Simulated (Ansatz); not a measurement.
# ZnS — field gradients at the nuclei

The cell is a Materials Project structure (computed, not necessarily an observed phase).

```
Zn S
1.0
     3.80773    0.00000    0.00000
    -1.90387    3.29759    0.00000
     0.00000    0.00000   43.59854
Zn S
14 14
Cartesian
  0.0000 0.0000 6.2372
  0.0000 2.1984 28.0284
  0.0000 2.1984 9.3444
  1.9039 1.0992 3.1190
  0.0000 0.0000 37.3682
  0.0000 0.0000 24.9213
  0.0000 2.1984 34.2577
  0.0000 2.1984 15.5720
  0.0000 2.1984 0.0010
  0.0000 0.0000 18.6806
  1.9039 1.0992 40.4811
  1.9039 1.0992 12.4558
  1.9039 1.0992 21.7961
  1.9039 1.0992 31.1404
  0.0000 0.0000 8.5690
  1.9039 1.0992 14.7925
  0.0000 0.0000 39.7016
  0.0000 2.1984 36.5900
  0.0000 2.1984 17.9034
  1.9039 1.0992 24.1361
  0.0000 2.1984 11.6752
  1.9039 1.0992 33.4773
  1.9039 1.0992 42.8147
  0.0000 2.1984 30.3593
  0.0000 2.1984 2.3388
  0.0000 0.0000 21.0124
  0.0000 0.0000 27.2525
  1.9039 1.0992 5.4541
```

Atom numbers follow the list; atoms alike are taken as one site, whose name carries the number of the first.

All values are calculated (Ansatz; DFT, PBE, plane waves and PAW, scalar-relativistic, 420 eV cutoff, Γ-centred 8×8×1 k-points, Fermi–Dirac smearing 0.02 eV), not measured.

Conventions: |V_zz| ≥ |V_yy| ≥ |V_xx|, η = (V_xx − V_yy)/V_zz, C_Q = eQV_zz/h.

⁶⁷Zn: I = 5/2, Q = 122.0 mb; 33S: I = 3/2, Q = -69.40 mb. Quadrupole moments are those of Pyykkö's year-2017 table.

Question: Which values are expected at the nuclei?

Answer: 

```csv
site,atoms (order as listed),first shell,"V_xx, V_yy, V_zz (10²¹ V/m²)",η,C_Q (MHz)
Zn1,1,4 S at 2.33 Å,"0.013, 0.013, -0.026",0.00,-0.077
Zn2,"2, 3",4 S at 2.33 Å,"-0.012, -0.012, 0.025",0.00,0.073
Zn4,4,4 S at 2.33–2.34 Å,"-0.051, -0.051, 0.10",0.00,0.301
Zn5,"5, 10",4 S at 2.33 Å,"-0.016, -0.016, 0.032",0.00,0.093
Zn6,6,4 S at 2.33 Å,"-0.003, -0.003, 0.006",0.00,0.017
Zn7,7,4 S at 2.33 Å,"-0.027, -0.027, 0.054",0.00,0.161
Zn8,8,4 S at 2.33 Å,"-0.023, -0.023, 0.045",0.00,0.133
Zn9,9,4 S at 2.33–2.34 Å,"0.033, 0.033, -0.066",0.00,-0.196
Zn11,11,4 S at 2.33 Å,"-0.022, -0.022, 0.044",0.00,0.130
Zn12,"12, 14",4 S at 2.33–2.34 Å,"0.029, 0.029, -0.058",0.00,-0.172
Zn13,13,4 S at 2.33–2.34 Å,"0.010, 0.010, -0.019",0.00,-0.056
S15,15,4 Zn at 2.33 Å,"0.00, 0.00, 0.00",–,≈0
S16,16,4 Zn at 2.33–2.34 Å,"-0.095, -0.095, 0.19",0.00,-0.320
S17,17,4 Zn at 2.33 Å,"-0.021, -0.021, 0.042",0.00,-0.070
S18,18,4 Zn at 2.33 Å,"-0.018, -0.018, 0.035",0.00,-0.059
S19,"19, 27",4 Zn at 2.33 Å,"-0.009, -0.009, 0.018",0.00,-0.029
S20,20,4 Zn at 2.33–2.34 Å,"-0.14, -0.14, 0.27",0.00,-0.455
S21,21,4 Zn at 2.33 Å,"-0.035, -0.035, 0.069",0.00,-0.116
S22,22,4 Zn at 2.33–2.34 Å,"-0.10, -0.10, 0.20",0.00,-0.341
S23,23,4 Zn at 2.33 Å,"-0.070, -0.070, 0.14",0.00,-0.234
S24,24,4 Zn at 2.33 Å,"-0.039, -0.039, 0.077",0.00,-0.130
S25,25,4 Zn at 2.33–2.34 Å,"-0.11, -0.11, 0.22",0.00,-0.367
S26,26,4 Zn at 2.33 Å,"-0.057, -0.057, 0.11",0.00,-0.192
S28,28,4 Zn at 2.33–2.34 Å,"-0.048, -0.048, 0.096",0.00,-0.162
```

An axis of threefold or higher order runs through Zn1, Zn2, Zn4, Zn5, Zn6 and Zn7 and others, so V_zz lies along it and η is zero.

Hardware: 1 thread of Arm Neoverse V1 (aarch64; 8 cores open to the job, memory cap 2.5 GiB, no GPU), a shared host with a load of 0.4 a core. Wall time 2.9 min, CPU time 2.9 min, peak memory 1.1 GiB.
